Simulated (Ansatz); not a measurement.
# Ga2O3: the cost of one run

Method: DFT PBE, scalar-relativistic, plane waves, PAW, in Ansatz 0.2.0.

### 1 The system as given

It takes space group C2/m (No. 12, monoclinic). The conventional cell has a = 12.214 Å, b = 3.037 Å, c = 5.798 Å, α = 90.00°, β = 103.83°, γ = 90.00°. Ga (site symmetry m) has 4 O at 1.83 to 1.86 Å in its first shell of neighbours. Ga (site symmetry m) is surrounded by 6 O at 1.94 to 2.07 Å. Around O (site symmetry m) lie 3 Ga at 1.83 to 1.94 Å. O (site symmetry m) has 4 Ga at 1.86 to 2.07 Å in its first shell of neighbours.

As a file:

```
Ga O
1.0
     0.00000   -6.07420    0.00000
     4.72101    1.51855    5.63001
    -7.49299    1.51855    5.63001
Ga O
16 24
Direct
  0.19865 0.48780 0.30680
  0.44865 0.98780 0.80680
  0.69865 0.48780 0.30680
  0.94865 0.98780 0.80680
  0.05135 0.01220 0.19320
  0.30135 0.51220 0.69320
  0.55135 0.01220 0.19320
  0.80135 0.51220 0.69320
  0.07851 0.81567 0.49835
  0.32850 0.31567 0.99835
  0.57851 0.81567 0.49835
  0.82851 0.31567 0.99835
  0.17150 0.68433 0.00165
  0.42150 0.18433 0.50165
  0.67149 0.68433 0.00165
  0.92149 0.18433 0.50165
  0.02745 0.21940 0.89040
  0.52745 0.21940 0.89040
  0.27745 0.71940 0.39040
  0.77745 0.71940 0.39040
  0.22255 0.28060 0.60960
  0.72255 0.28060 0.60960
  0.47255 0.78060 0.10960
  0.97255 0.78060 0.10960
  0.14080 0.45490 0.10830
  0.39080 0.95490 0.60830
  0.64080 0.45490 0.10830
  0.89080 0.95490 0.60830
  0.10920 0.04510 0.39170
  0.35920 0.54510 0.89170
  0.60920 0.04510 0.39170
  0.85920 0.54510 0.89170
  0.06415 0.62420 0.63240
  0.56415 0.62420 0.63240
  0.31415 0.12420 0.13240
  0.81415 0.12420 0.13240
  0.18585 0.87580 0.86760
  0.68585 0.87580 0.86760
  0.43585 0.37580 0.36760
  0.93585 0.37580 0.36760
```

The runs take a perfect supercell of 40 atoms; the defect goes to fractional position (0.333, 0.500, 0.500).

### 2 The perfect supercell

input.yaml

```yaml
crystal:
  lattice:
    - [0.0, -6.0742, -1.0e-06]
    - [4.721011, 1.51855, 5.630009]
    - [-7.492989, 1.51855, 5.630009]
  atoms:
    - { symbol: Ga, position: [0.19865, 0.4878, 0.3068] }
    - { symbol: Ga, position: [0.44865, 0.9878, 0.8068] }
    - { symbol: Ga, position: [0.69865, 0.4878, 0.3068] }
    - { symbol: Ga, position: [0.94865, 0.9878, 0.8068] }
    - { symbol: Ga, position: [0.05135, 0.0122, 0.1932] }
    - { symbol: Ga, position: [0.30135, 0.5122, 0.6932] }
    - { symbol: Ga, position: [0.55135, 0.0122, 0.1932] }
    - { symbol: Ga, position: [0.80135, 0.5122, 0.6932] }
    - { symbol: Ga, position: [0.078505, 0.81567, 0.49835] }
    - { symbol: Ga, position: [0.328505, 0.31567, 0.99835] }
    - { symbol: Ga, position: [0.578505, 0.81567, 0.49835] }
    - { symbol: Ga, position: [0.828505, 0.31567, 0.99835] }
    - { symbol: Ga, position: [0.171495, 0.68433, 0.00165] }
    - { symbol: Ga, position: [0.421495, 0.18433, 0.50165] }
    - { symbol: Ga, position: [0.671495, 0.68433, 0.00165] }
    - { symbol: Ga, position: [0.921495, 0.18433, 0.50165] }
    - { symbol: O, position: [0.02745, 0.2194, 0.8904] }
    - { symbol: O, position: [0.52745, 0.2194, 0.8904] }
    - { symbol: O, position: [0.27745, 0.7194, 0.3904] }
    - { symbol: O, position: [0.77745, 0.7194, 0.3904] }
    - { symbol: O, position: [0.22255, 0.2806, 0.6096] }
    - { symbol: O, position: [0.72255, 0.2806, 0.6096] }
    - { symbol: O, position: [0.47255, 0.7806, 0.1096] }
    - { symbol: O, position: [0.97255, 0.7806, 0.1096] }
    - { symbol: O, position: [0.1408, 0.4549, 0.1083] }
    - { symbol: O, position: [0.3908, 0.9549, 0.6083] }
    - { symbol: O, position: [0.6408, 0.4549, 0.1083] }
    - { symbol: O, position: [0.8908, 0.9549, 0.6083] }
    - { symbol: O, position: [0.1092, 0.0451, 0.3917] }
    - { symbol: O, position: [0.3592, 0.5451, 0.8917] }
    - { symbol: O, position: [0.6092, 0.0451, 0.3917] }
    - { symbol: O, position: [0.8592, 0.5451, 0.8917] }
    - { symbol: O, position: [0.06415, 0.6242, 0.6324] }
    - { symbol: O, position: [0.56415, 0.6242, 0.6324] }
    - { symbol: O, position: [0.31415, 0.1242, 0.1324] }
    - { symbol: O, position: [0.81415, 0.1242, 0.1324] }
    - { symbol: O, position: [0.18585, 0.8758, 0.8676] }
    - { symbol: O, position: [0.68585, 0.8758, 0.8676] }
    - { symbol: O, position: [0.43585, 0.3758, 0.3676] }
    - { symbol: O, position: [0.93585, 0.3758, 0.3676] }
basis:
  ecutwfc: 420
  fft_grid_basis: typed
kpoints:
  mp_grid: { grid: [2, 2, 1] }
hamiltonian:
  xc: pbe
  pseudopotentials: { kind: paw }
scf:
  occupations: { method: gaussian, width: 0.05 }
output:
  forces: true
  stress: false
  eigenvalues: true
  bader: false
  write_density: true
  volumetric_format: npy
```

Run with:

```bash
$ ansatz run input.yaml --threads 4 --pin off --max-ram 10240MiB --backend cpu --events-out ev --progress --plain --runs-dir out
```

**Question.** How long does this run take on 4 threads of Intel Xeon 6975P-C (Granite Rapids), shared host, and how much memory does it need?

About 6.3 s, with a peak of 1.8 GiB.
